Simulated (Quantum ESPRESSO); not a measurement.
# ZnSiP2 (I-42d) in Quantum ESPRESSO: settings compared

Aim: see how the results for ZnSiP2 move with the level of theory and the settings. Levels: PBEsol, r2SCAN. Tasks: band structure.

Program: Quantum ESPRESSO 7.5. These are calculated values, not measurements. Logs are shortened: lines on timing, memory, paths and dates and some standing lists are left out, and cuts for length are marked.

## (1) The crystal as given

Symmetry: I-42d, No. 122, tetragonal system. Conventional cell: a = 5.373 Å, b = 5.373 Å, c = 10.460 Å, α = 90.00°, β = 90.00°, γ = 90.00°. Around Zn (site symmetry -4) lie 4 P at 2.36 Å. P (site symmetry 2) is surrounded by 2 Si at 2.25 Å and 2 Zn at 2.36 Å. Around Si (site symmetry -4) lie 4 P at 2.25 Å.

The cell is a database's computed one.

## (2) Band structure, PBEsol

Input file pw.in:

```
&CONTROL
  calculation = 'scf'
  prefix = 'pwscf'
  outdir = './tmp'
  pseudo_dir = './pseudo'
  tprnfor = .true.
  tstress = .true.
  disk_io = 'low'
/
&SYSTEM
  ibrav = 0
  celldm(1) = 8
  nat = 8
  ntyp = 3
  ecutwfc = 56
  ecutrho = 448
  nbnd = 45
  occupations = 'smearing'
  smearing = 'fd'
  degauss = 0.00367493
/
&ELECTRONS
  conv_thr = 1.6d-09
  electron_maxstep = 120
  mixing_beta = 0.5
/
ATOMIC_SPECIES
Zn    65.3800 zn_pbesol_v1.uspp.F.UPF
P     30.9738 p_pbesol_v1.5.uspp.F.UPF
Si    28.0850 si_pbesol_v1.uspp.F.UPF
CELL_PARAMETERS alat
 -0.6346416618677   0.6346416618677   1.2354156896882
  0.6346416618677  -0.6346416618677   1.2354156896882
  0.6346416618677   0.6346416618677  -1.2354156896882
ATOMIC_POSITIONS crystal
Zn     0.7500000000    0.2500000000    0.5000000000
Zn     0.0000000000    0.0000000000    0.0000000000
P      0.1423012000    0.6250000000    0.0173012000
P      0.6076988000    0.1250000000    0.9826988000
P      0.8750000000    0.8576988000    0.4826988000
P      0.3750000000    0.3923012000    0.5173012000
Si     0.2500000000    0.7500000000    0.5000000000
Si     0.5000000000    0.5000000000    0.0000000000
K_POINTS automatic
7 7 7 0 0 0
```

Input file bands.in:

```
&CONTROL
  calculation = 'bands'
  prefix = 'pwscf'
  outdir = './tmp'
  pseudo_dir = './pseudo'
  disk_io = 'low'
  verbosity = 'high'
/
&SYSTEM
  ibrav = 0
  celldm(1) = 8
  nat = 8
  ntyp = 3
  ecutwfc = 56
  ecutrho = 448
  nbnd = 45
  occupations = 'smearing'
  smearing = 'fd'
  degauss = 0.00367493
/
&ELECTRONS
  conv_thr = 1d-08
  electron_maxstep = 120
  mixing_beta = 0.5
  diago_full_acc = .true.
  startingwfc = 'random'
/
ATOMIC_SPECIES
Zn    65.3800 zn_pbesol_v1.uspp.F.UPF
P     30.9738 p_pbesol_v1.5.uspp.F.UPF
Si    28.0850 si_pbesol_v1.uspp.F.UPF
CELL_PARAMETERS alat
 -0.6346416618677   0.6346416618677   1.2354156896882
  0.6346416618677  -0.6346416618677   1.2354156896882
  0.6346416618677   0.6346416618677  -1.2354156896882
ATOMIC_POSITIONS crystal
Zn     0.7500000000    0.2500000000    0.5000000000
Zn     0.0000000000    0.0000000000    0.0000000000
P      0.1423012000    0.6250000000    0.0173012000
P      0.6076988000    0.1250000000    0.9826988000
P      0.8750000000    0.8576988000    0.4826988000
P      0.3750000000    0.3923012000    0.5173012000
Si     0.2500000000    0.7500000000    0.5000000000
Si     0.5000000000    0.5000000000    0.0000000000
K_POINTS crystal
60
 0.0000000000  0.0000000000  0.0000000000 1
 0.0000000000  0.0000000000  0.0625000000 1
 0.0000000000  0.0000000000  0.1250000000 1
 0.0000000000  0.0000000000  0.1875000000 1
 0.0000000000  0.0000000000  0.2500000000 1
 0.0000000000  0.0000000000  0.3125000000 1
 0.0000000000  0.0000000000  0.3750000000 1
 0.0000000000  0.0000000000  0.4375000000 1
 0.0000000000  0.0000000000  0.5000000000 1
-0.1319474302  0.1319474302  0.5000000000 1
-0.1779540014  0.1779540014  0.4539934288 1
-0.2239605726  0.2239605726  0.4079868575 1
-0.2699671439  0.2699671439  0.3619802863 1
-0.3159737151  0.3159737151  0.3159737151 1
-0.2764770007  0.2764770007  0.2764770007 1
-0.2369802863  0.2369802863  0.2369802863 1
-0.1974835719  0.1974835719  0.1974835719 1
-0.1579868575  0.1579868575  0.1579868575 1
-0.1184901432  0.1184901432  0.1184901432 1
-0.0789934288  0.0789934288  0.0789934288 1
-0.0394967144  0.0394967144  0.0394967144 1
 0.0000000000  0.0000000000  0.0000000000 1
 0.0833333333  0.0833333333 -0.0833333333 1
 0.1666666667  0.1666666667 -0.1666666667 1
 0.2500000000  0.2500000000 -0.2500000000 1
 0.3333333333  0.3333333333 -0.3333333333 1
 0.4166666667  0.4166666667 -0.4166666667 1
 0.5000000000  0.5000000000 -0.5000000000 1
 0.4539934288  0.5460065712 -0.4539934288 1
 0.4079868575  0.5920131425 -0.4079868575 1
 0.3619802863  0.6380197137 -0.3619802863 1
 0.3159737151  0.6840262849 -0.3159737151 1
 0.2106491434  0.6226841899 -0.2106491434 1
 0.1053245717  0.5613420950 -0.1053245717 1
 0.0000000000  0.5000000000  0.0000000000 1
 0.0357142857  0.4642857143  0.0357142857 1
 0.0714285714  0.4285714286  0.0714285714 1
 0.1071428571  0.3928571429  0.1071428571 1
 0.1428571429  0.3571428571  0.1428571429 1
 0.1785714286  0.3214285714  0.1785714286 1
 0.2142857143  0.2857142857  0.2142857143 1
 0.2500000000  0.2500000000  0.2500000000 1
 0.3000000000  0.3000000000  0.1736105140 1
 0.3500000000  0.3500000000  0.0972210279 1
 0.4000000000  0.4000000000  0.0208315419 1
 0.4500000000  0.4500000000 -0.0555579441 1
 0.5000000000  0.5000000000 -0.1319474302 1
 0.5000000000  0.5000000000 -0.1779540014 1
 0.5000000000  0.5000000000 -0.2239605726 1
 0.5000000000  0.5000000000 -0.2699671439 1
 0.5000000000  0.5000000000 -0.3159737151 1
 0.5000000000  0.5000000000 -0.3619802863 1
 0.5000000000  0.5000000000 -0.4079868575 1
 0.5000000000  0.5000000000 -0.4539934288 1
 0.5000000000  0.5000000000 -0.5000000000 1
 0.0000000000  0.0000000000  0.5000000000 1
 0.0625000000  0.0625000000  0.4375000000 1
 0.1250000000  0.1250000000  0.3750000000 1
 0.1875000000  0.1875000000  0.3125000000 1
 0.2500000000  0.2500000000  0.2500000000 1
```

Potentials or basis: GBRV 1.5 PBEsol.

Launch:

```sh
$ OMP_NUM_THREADS=1 mpirun -n 2 pw.x -nk 2 -in pw.in > pw.out
$ OMP_NUM_THREADS=1 mpirun -n 2 pw.x -nk 2 -in bands.in > bands.out
```

pw.out:

```text
This program is part of the open-source Quantum ESPRESSO suite
     for quantum simulation of materials; please cite
         "P. Giannozzi et al., J. Phys.:Condens. Matter 21 395502 (2009);
         "P. Giannozzi et al., J. Phys.:Condens. Matter 29 465901 (2017);
         "P. Giannozzi et al., J. Chem. Phys. 152 154105 (2020);
     in publications or presentations arising from this work. More details at

     Message from routine setup:
     using ibrav=0 with symmetry is DISCOURAGED, use correct ibrav instead

     K-points division:     npool     =       2
     Subspace diagonalization in iterative solution of the eigenvalue problem:
     a serial algorithm will be used

     G-vector sticks info
     --------------------
     sticks:   dense  smooth     PW     G-vecs:    dense   smooth      PW
     Sum        5063    2533    731               163351    57555    8949

     Using Slab Decomposition

     bravais-lattice index     =            0
     lattice parameter (alat)  =       8.0000  a.u.
     unit-cell volume          =    1019.0611 (a.u.)^3
     number of atoms/cell      =            8
     number of atomic types    =            3
     number of electrons       =        68.00
     number of Kohn-Sham states=           45
     kinetic-energy cutoff     =      56.0000  Ry
     charge density cutoff     =     448.0000  Ry
     scf convergence threshold =      1.6E-09
     mixing beta               =       0.5000
     number of iterations used =            8  plain     mixing
     Exchange-correlation= SLA  PW   PSX  PSC
                           (   1   4  10   8   0   0   0)

     celldm(1)=   8.000000  celldm(2)=   0.000000  celldm(3)=   0.000000
     celldm(4)=   0.000000  celldm(5)=   0.000000  celldm(6)=   0.000000

     crystal axes: (cart. coord. in units of alat)
               a(1) = (  -0.634642   0.634642   1.235416 )
               a(2) = (   0.634642  -0.634642   1.235416 )
               a(3) = (   0.634642   0.634642  -1.235416 )

     reciprocal axes: (cart. coord. in units 2 pi/alat)
               b(1) = ( -0.000000  0.787846  0.404722 )
               b(2) = (  0.787846 -0.000000  0.404722 )
               b(3) = (  0.787846  0.787846  0.000000 )

     PseudoPot. # 1 for Zn read from file:
     zn_pbesol_v1.uspp.F.UPF
     Pseudo is Ultrasoft, Zval = 20.0
     Generated by new atomic code, or converted to UPF format
     Using radial grid of  943 points,  6 beta functions with:
                l(1) =   0
                l(2) =   0
                l(3) =   1
                l(4) =   1
                l(5) =   2
                l(6) =   2
     Q(r) pseudized with  8 coefficients,  rinner =    1.100   1.100   1.100
                                                       1.100   1.100

[... 41 lines left out ...]
         4        P      tau(   4) = (   0.3173208   0.9300024  -0.3088539  )
         5        P      tau(   5) = (   0.2953607   0.3173208   1.5442696  )
         6        P      tau(   6) = (   0.3392810   0.3173208   0.3088539  )
         7        Si     tau(   7) = (   0.6346417   0.0000000   0.6177078  )
         8        Si     tau(   8) = (   0.0000000   0.0000000   1.2354157  )

     number of k points=    40  Fermi-Dirac smearing, width (Ry)=  0.0037
                       cart. coord. in units 2pi/alat
        k(    1) = (   0.0000000   0.0000000   0.0000000), wk =   0.0058309
        k(    2) = (   0.1125495   0.1125495   0.0000000), wk =   0.0233236
        k(    3) = (   0.2250989   0.2250989   0.0000000), wk =   0.0233236
        k(    4) = (   0.3376484   0.3376484   0.0000000), wk =   0.0233236
        k(    5) = (   0.1125495  -0.0000000   0.0578174), wk =   0.0466472
        k(    6) = (   0.2250989   0.1125495   0.0578174), wk =   0.0932945
[... 32 lines left out ...]
        k(   39) = (  -0.0000000  -0.0000000   0.3469046), wk =   0.0116618
        k(   40) = (  -0.0000000   0.6752967  -0.0000000), wk =   0.0233236

     Dense  grid:   163351 G-vectors     FFT dimensions: (  96,  96,  90)

     Smooth grid:    57555 G-vectors     FFT dimensions: (  60,  60,  60)

     Initial potential from superposition of free atoms

     starting charge      67.9978, renormalised to      68.0000
     Starting wfcs are   50 randomized atomic wfcs

     Self-consistent Calculation

     iteration #  1     ecut=    56.00 Ry     beta= 0.50
     Davidson diagonalization with overlap
     ethr =  1.00E-02,  avg # of iterations =  4.7

     Threshold (ethr) on eigenvalues was too large:
     Diagonalizing with lowered threshold

     Davidson diagonalization with overlap
     ethr =  5.30E-04,  avg # of iterations =  1.8

     total energy              =   -1003.61219260 Ry
     estimated scf accuracy    <       0.36836865 Ry
[... 19 lines left out ...]
     total energy              =   -1003.70666235 Ry
     estimated scf accuracy    <       0.00105518 Ry

     iteration #  5     ecut=    56.00 Ry     beta= 0.50
     Davidson diagonalization with overlap
     c_bands:  1 eigenvalues not converged
     ethr =  1.55E-06,  avg # of iterations =  6.6

     total energy              =   -1003.70685296 Ry
     estimated scf accuracy    <       0.00002653 Ry

     iteration #  6     ecut=    56.00 Ry     beta= 0.50
     Davidson diagonalization with overlap
     ethr =  3.90E-08,  avg # of iterations =  7.8
[... 18 lines left out ...]
     iteration #  9     ecut=    56.00 Ry     beta= 0.50
     Davidson diagonalization with overlap
     ethr =  1.44E-10,  avg # of iterations =  2.1

     End of self-consistent calculation

          k = 0.0000 0.0000 0.0000 (  7215 PWs)   bands (ev):

  -118.0317-118.0317 -72.3551 -72.3550 -72.3417 -72.3417 -72.3417 -72.3417
    -5.8097  -2.8438  -2.8330  -2.8330  -1.3409   0.4556   0.5192   0.5192
     0.5209   0.6463   0.6799   0.6824   0.7892   0.8101   0.8101   0.9905
     2.4614   2.8794   2.8794   3.1939   3.7099   4.8959   4.8959   7.1395
     7.1395   7.2668   8.4633   9.0690   9.8313  10.5323  10.5323  10.6930
    11.9937  11.9937  12.4209  12.8527  12.9775
[... 345 lines left out ...]
  -118.0317-118.0317 -72.3550 -72.3550 -72.3417 -72.3417 -72.3417 -72.3416
    -4.7877  -4.7470  -3.0805  -2.8725  -0.1056  -0.0538   0.4815   0.5051
     0.5615   0.5819   0.6386   0.6719   0.7149   0.7480   0.9555   1.2683
     3.1730   3.1772   3.5741   3.7597   4.6777   5.0282   5.1976   5.6814
     5.8392   6.2579   8.5411   8.9703   9.2641   9.3014  10.1363  10.2027
    11.2542  11.2990  12.9952  13.2068  13.5679

     the Fermi energy is     7.8598 ev

!    total energy              =   -1003.70688332 Ry
     estimated scf accuracy    <          1.2E-09 Ry
     smearing contrib. (-TS)   =      -0.00000001 Ry
     internal energy E=F+TS    =   -1003.70688332 Ry

     The total energy is F=E-TS. E is the sum of the following terms:
     one-electron contribution =    -999.46163115 Ry
     hartree contribution      =     520.69446562 Ry
     xc contribution           =    -115.60927834 Ry
     ewald contribution        =    -409.33043946 Ry

     convergence has been achieved in   9 iterations

     Forces acting on atoms (cartesian axes, Ry/au):

     atom    1 type  1   force =     0.00000000    0.00000000    0.00000000
     atom    2 type  1   force =     0.00000000    0.00000000   -0.00000000
     atom    3 type  2   force =     0.00000000   -0.00583794    0.00000000
     atom    4 type  2   force =    -0.00000000    0.00583794    0.00000000
     atom    5 type  2   force =     0.00583794    0.00000000    0.00000000
     atom    6 type  2   force =    -0.00583794    0.00000000    0.00000000
     atom    7 type  3   force =     0.00000000    0.00000000    0.00000000
     atom    8 type  3   force =     0.00000000    0.00000000    0.00000000

     Total force =     0.011676     Total SCF correction =     0.000006

     Computing stress (Cartesian axis) and pressure

          total   stress  (Ry/bohr**3)                   (kbar)     P=       -6.97
  -0.00004832  -0.00000000  -0.00000000           -7.11       -0.00       -0.00
   0.00000000  -0.00004832  -0.00000000            0.00       -7.11       -0.00
  -0.00000000  -0.00000000  -0.00004547           -0.00       -0.00       -6.69

=------------------------------------------------------------------------------=
   JOB DONE.
=------------------------------------------------------------------------------=
```

Wall time 7.8 min (2 MPI ranks of Intel Xeon 6975P-C (Granite Rapids), shared host); peak memory 1 GiB.

Results:

- Free energy: -13656.1278 eV
- Pressure: -0.7 GPa
- Largest force: 0.150 eV/Å
- Band gap on the k mesh: 1.20 eV, direct
- Band gap along the path: 1.20 eV, direct

Forces on the atoms (eV/Å):
```
Zn   0.000  0.000  0.000
Zn   0.000  0.000  0.000
P    0.000 -0.150  0.000
P    0.000  0.150  0.000
P    0.150  0.000  0.000
P   -0.150  0.000  0.000
Si   0.000  0.000  0.000
Si   0.000  0.000  0.000
```

Levels at the corners of the path, in eV from the valence-band top:
| point | band 30 | band 31 | band 32 | band 33 | band 34 | band 35 | band 36 | band 37 | band 38 | band 39 |
| --- | --- | --- | --- | --- | --- | --- | --- | --- | --- | --- |
| Γ | -2.37 | -2.37 | -0.13 | -0.13 | 0.00 | 1.20 | 1.80 | 2.56 | 3.27 | 3.27 |
| X | -1.84 | -1.04 | -1.04 | -0.56 | -0.56 | 1.93 | 1.93 | 3.09 | 3.09 | 3.84 |
| Y | -2.24 | -1.15 | -1.15 | -0.91 | -0.91 | 2.25 | 2.25 | 3.46 | 3.46 | 3.71 |
| S | -2.93 | -2.23 | -2.05 | -1.02 | -0.59 | 1.56 | 2.80 | 2.88 | 3.10 | 4.31 |
| Γ | -2.37 | -2.37 | -0.13 | -0.13 | 0.00 | 1.20 | 1.80 | 2.56 | 3.27 | 3.27 |
| Z | -2.19 | -1.90 | -1.90 | -1.13 | -1.13 | 1.42 | 1.42 | 1.63 | 1.63 | 2.48 |
| S1 | -2.93 | -2.23 | -2.05 | -1.02 | -0.59 | 1.56 | 2.80 | 2.88 | 3.10 | 4.31 |
| N | -2.76 | -2.19 | -1.78 | -1.47 | -0.81 | 2.69 | 2.81 | 2.94 | 4.13 | 4.23 |
| P | -2.20 | -1.06 | -1.06 | -0.91 | -0.91 | 2.65 | 2.65 | 2.91 | 2.91 | 3.84 |
| Y1 | -2.24 | -1.15 | -1.15 | -0.91 | -0.91 | 2.25 | 2.25 | 3.46 | 3.46 | 3.71 |
| Z | -2.19 | -1.90 | -1.90 | -1.13 | -1.13 | 1.42 | 1.42 | 1.63 | 1.63 | 2.48 |
| X | -1.84 | -1.04 | -1.04 | -0.56 | -0.56 | 1.93 | 1.93 | 3.09 | 3.09 | 3.84 |
| P | -2.20 | -1.06 | -1.06 | -0.91 | -0.91 | 2.65 | 2.65 | 2.91 | 2.91 | 3.84 |

Caveat: some levels on the path didn't converge. Expect the measured gap to be larger: semilocal functionals such as PBEsol lack the derivative discontinuity.

## (3) Band structure, r2SCAN

Edit pw.in of step 2 so:

```diff
@@ -14,5 +14,5 @@
   ntyp = 3
-  ecutwfc = 56
-  ecutrho = 448
+  ecutwfc = 70
   nbnd = 45
+  input_dft = 'r2scan'
   occupations = 'smearing'
@@ -20,5 +20,6 @@
   degauss = 0.00367493
+  nosym = .true.
 /
 &ELECTRONS
-  conv_thr = 1.6d-09
+  conv_thr = 1d-08
   electron_maxstep = 120
@@ -27,5 +28,5 @@
 ATOMIC_SPECIES
-Zn    65.3800 zn_pbesol_v1.uspp.F.UPF
-P     30.9738 p_pbesol_v1.5.uspp.F.UPF
-Si    28.0850 si_pbesol_v1.uspp.F.UPF
+Zn    65.3800 Zn_ONCV_PBE-1.2.upf
+P     30.9738 P_ONCV_PBE-1.2.upf
+Si    28.0850 Si_ONCV_PBE-1.2.upf
 CELL_PARAMETERS alat
@@ -44,2 +45,2 @@
 K_POINTS automatic
-7 7 7 0 0 0
+5 5 5 0 0 0
```

Edit bands.in of step 2 so:

```diff
@@ -13,5 +13,5 @@
   ntyp = 3
-  ecutwfc = 56
-  ecutrho = 448
+  ecutwfc = 70
   nbnd = 45
+  input_dft = 'r2scan'
   occupations = 'smearing'
@@ -19,2 +19,3 @@
   degauss = 0.00367493
+  nosym = .true.
 /
@@ -28,5 +29,5 @@
 ATOMIC_SPECIES
-Zn    65.3800 zn_pbesol_v1.uspp.F.UPF
-P     30.9738 p_pbesol_v1.5.uspp.F.UPF
-Si    28.0850 si_pbesol_v1.uspp.F.UPF
+Zn    65.3800 Zn_ONCV_PBE-1.2.upf
+P     30.9738 P_ONCV_PBE-1.2.upf
+Si    28.0850 Si_ONCV_PBE-1.2.upf
 CELL_PARAMETERS alat
```

Potentials or basis: SG15 PBE 1.2.

Launch:

```sh
$ OMP_NUM_THREADS=1 mpirun -n 2 pw.x -nk 2 -in pw.in > pw.out
$ OMP_NUM_THREADS=1 mpirun -n 2 pw.x -nk 2 -in bands.in > bands.out
```

Wall time 33 min (2 MPI ranks of Intel Xeon 6975P-C (Granite Rapids), shared host); peak memory 0.88 GiB.

The run converged. Its results:

| Item | Value |
| --- | --- |
| Free energy | -11831.5031 eV |
| Pressure | 1.0 GPa |
| Largest force | 0.057 eV/Å |
| Band gap on the k mesh | 1.56 eV, direct |
| Band gap along the path | 1.56 eV, direct |

Forces on the atoms (eV/Å):
```
Zn   0.000  0.000  0.000
Zn   0.000  0.000  0.000
P    0.000 -0.057  0.000
P    0.000  0.057  0.000
P    0.057  0.000  0.000
P   -0.057  0.000  0.000
Si   0.000  0.000  0.000
Si   0.000  0.000  0.000
```

Stress tensor (GPa, compression positive):
```
1.00 0.00 0.00
0.00 1.00 0.00
0.00 0.00 0.88
```

Levels at the corners of the path, in eV from the valence-band top:
| point | band 32 | band 33 | band 34 | band 35 | band 36 | band 37 |
| --- | --- | --- | --- | --- | --- | --- |
| Γ | -0.13 | -0.13 | 0.00 | 1.56 | 2.19 | 2.98 |
| X | -1.09 | -0.59 | -0.59 | 2.28 | 2.28 | 3.51 |
| Y | -1.19 | -0.93 | -0.93 | 2.60 | 2.60 | 3.86 |
| S | -2.11 | -1.05 | -0.61 | 1.91 | 3.15 | 3.31 |
| Γ | -0.13 | -0.13 | 0.00 | 1.56 | 2.19 | 2.98 |
| Z | -1.96 | -1.17 | -1.17 | 1.78 | 1.78 | 1.97 |
| S1 | -2.11 | -1.05 | -0.61 | 1.91 | 3.15 | 3.31 |
| N | -1.81 | -1.50 | -0.82 | 3.04 | 3.19 | 3.26 |
| P | -1.10 | -0.94 | -0.94 | 2.96 | 2.96 | 3.35 |
| Y1 | -1.19 | -0.93 | -0.93 | 2.60 | 2.60 | 3.86 |
| Z | -1.96 | -1.17 | -1.17 | 1.78 | 1.78 | 1.97 |
| X | -1.09 | -0.59 | -0.59 | 2.28 | 2.28 | 3.51 |
| P | -1.10 | -0.94 | -0.94 | 2.96 | 2.96 | 3.35 |

Caveat: the potentials were made for another functional, which shifts forces and pressure. r2SCAN opens gaps a little over a GGA but as a rule still falls short of measured ones.
